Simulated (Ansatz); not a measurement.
TiC: strain energy, fitted

TiC, Fm-3m, a = 4.328 Å. Ansatz: r2SCAN, PAW, 500 eV, Γ-centred 18×18×12 mesh on 4 atoms, Gaussian smearing 0.10 eV; no spin polarisation. Series: strain along c alone, the other axes held, atoms fixed by symmetry; x is the strain in per cent. The axes a, b, c are those of the computed cell (3.060, 3.060, 4.328 Å), along [1 1 0], [-1 1 0], [0 0 1] of the cell named above. y is the free energy over the unstrained cell, V0 = 10.133 Å³/atom.

```tsv
x (%)	y (meV/atom)
-6.0	?
-4.0	30.87
-2.0	7.10
0.0	0.00
2.0	6.26
4.0	23.04
6.0	48.15
```

Fit y = c2 x² + c3 x³ to the other rows, turn c2 into a modulus, and predict the missing energy.

Least squares on the rows shown. y = 1.6891 x² − 0.058969 x³. In eV per unit strain² c2 is 16.89; this is C33 with relaxed ions (E = ½ C33 V0 ε²): 2 × 16.89 × 160.2 / (10.133) = 534 GPa. At x = -6.0 the fit asked for gives 73.54 meV/atom. The run gave 75.15 meV/atom, so the fit is 1.61 meV/atom too low, 2.1 % of the span of the series, against an rms of 0.12 meV/atom on the fitted rows. The row lies outside the fitted range. With a term in x⁴ added, a fit to the same known rows predicts 74.54 meV/atom, so most of the miss is curvature that the known rows already hold.